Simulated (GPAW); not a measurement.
## Equation of state of KCl under OLYP+D3(BJ)

Space group Fm-3m (No. 225). a = 6.293 Å, b = 6.293 Å, c = 6.293 Å, α = 90.00°, β = 90.00°, γ = 90.00°
```csv
atom,site,symmetry,x,y,z
K,4a,m-3m,0.0000,0.0000,0.0000
Cl,4b,m-3m,0.5000,0.0000,0.0000
```

The cell was scaled at fixed shape and fractions and run with GPAW, PAW data sets generated for this functional, cutoff 600 eV; OLYP+D3(BJ), k mesh 7 × 7 × 7 on the cell of 2 atoms, fermi-dirac occupations of 0.05 eV, no spin polarisation, no spin-orbit coupling. Energies are those that the program minimises, any entropy of the smearing included.

```csv
V (Å³/atom),energy over the lowest row (meV/atom)
29.2819,17.426
29.9049,10.640
30.5279,5.655
31.1509,?
31.7739,0.632
32.3969,0.000
33.0200,0.545
```

Problem. Fit the third-order Birch-Murnaghan form, give V0, B0 and B′, and predict the energy left open.

Solution. With y = (V0/V)^(2/3), E = E0 + (9 V0 B0/16) [(y - 1)³ B′ + (y - 1)² (6 - 4y)]. Least squares through the rows shown give V0 = 32.3994 Å³/atom, E0 = 0.025 meV, B0 = 14.51 GPa (1 eV/Å³ = 160.218 GPa) and B′ = 6.39, with a largest miss of 0.036 meV. At V = 31.1509 the form with these constants gives 2.425 meV; the run gave 2.566 meV an atom.
